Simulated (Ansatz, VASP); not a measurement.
MoS2: VASP beside Ansatz

INCAR

```
ALGO = Normal ; EDIFF = 1E-6
ENCUT = 520 ; GGA = PS
ISIF = 2 ; ISMEAR = 0
ISPIN = 2 ; LASPH = T
LCHARG = F ; LDAU = T
LDAUJ = 0 0 ; LDAUL = 2 -1
LDAUPRINT = 1 ; LDAUTYPE = 2
LDAUU = 3 0 ; LMAXMIX = 4
LORBIT = 11 ; LREAL = F
LWAVE = F ; MAGMOM = 2 0 0
NBANDS = 24 ; NELM = 150
PREC = Accurate ; SIGMA = 0.05
```

KPOINTS

```
k-points
0
Gamma
  7 7 7
```

The input POSCAR:

```
MoS2
1.0
    1.5814998900      0.9130793900      6.1233282100
   -1.5814998900      0.9130793900      6.1233282100
    0.0000000000     -1.8261587800      6.1233282100
Mo S
1 2
Direct
    0.0000000000      0.0000000000      0.0000000000
    0.7484000000      0.7484000000      0.7484000000
    0.5849000000      0.5849000000      0.5849000000
```

Input for Ansatz:

```yaml
crystal:
  lattice:
    - [1.58149989, 0.91307939, 6.12332821]
    - [-1.58149989, 0.91307939, 6.12332821]
    - [0.0, -1.82615878, 6.12332821]
  atoms:
    - { symbol: Mo, position: [0.0, 0.0, 0.0], spin: 2.0 }
    - { symbol: S, position: [0.7484, 0.7484, 0.7484] }
    - { symbol: S, position: [0.5849, 0.5849, 0.5849] }
basis:
  ecutwfc: 420
  ecutrho_ratio: 4
kpoints:
  mp_grid: { grid: [7, 7, 7] }
hamiltonian:
  xc: pbesol
  hubbard: { sites: [{ site: 0, l: d, u_eff: 3.0 }] }
scf:
  occupations: { method: gaussian, width: 0.05 }
  lower_state_search: "off"
  max_iter: 150
output:
  forces: true
  stress: true
  eigenvalues: true
  populations: true
  hubbard: { sites: [{ site: 0, l: d }] }
magnetization:
  spin_polarized: true
```

Alike in both runs: task single point; functional PBEsol; k mesh 7 × 7 × 7; occupations gaussian, width 0.05 eV; collinear spin; Hubbard terms Mo d U = 3.0 eV.

|  | VASP | Ansatz |
| --- | --- | --- |
| version | VASP 6.6.1 | Ansatz 0.2.0 |
| potentials or method | VASP PAW PBE potentials, release 64 (Mo_sv, S) | scalar-relativistic, plane waves, PAW |
| plane-wave cutoff (eV) | 520 | 420 |
| valence electrons in the cell | 26 | 26 |

```tsv
	VASP	Ansatz	Ansatz less VASP
gap on the k mesh at the Fermi level (eV)	0.93	0.88	-0.050
least direct gap on the mesh (eV)	2.02	2.05	+0.028
pressure (GPa)	6.0	4.1	-1.86
largest component of the traceless stress (GPa)	5.17	5.06	-0.107
rms of the force components (eV/Å)	0.572	0.471	-0.1009
net moment per atom (μB)	0.00	0.00	0.000
```

The programs project onto different local orbitals, so the same U acts differently. Atom by atom the forces differ by 0.101 eV/Å (rms over components). Ansatz warned: «seeded_moment_not_kept».

Caveats: the PAW data sets were made with another functional, which shifts forces and pressure a little (VASP); an odd mesh through Γ misses points on the zone boundary, where band edges often lie. The state reached can hang on the start; a lower one may exist.
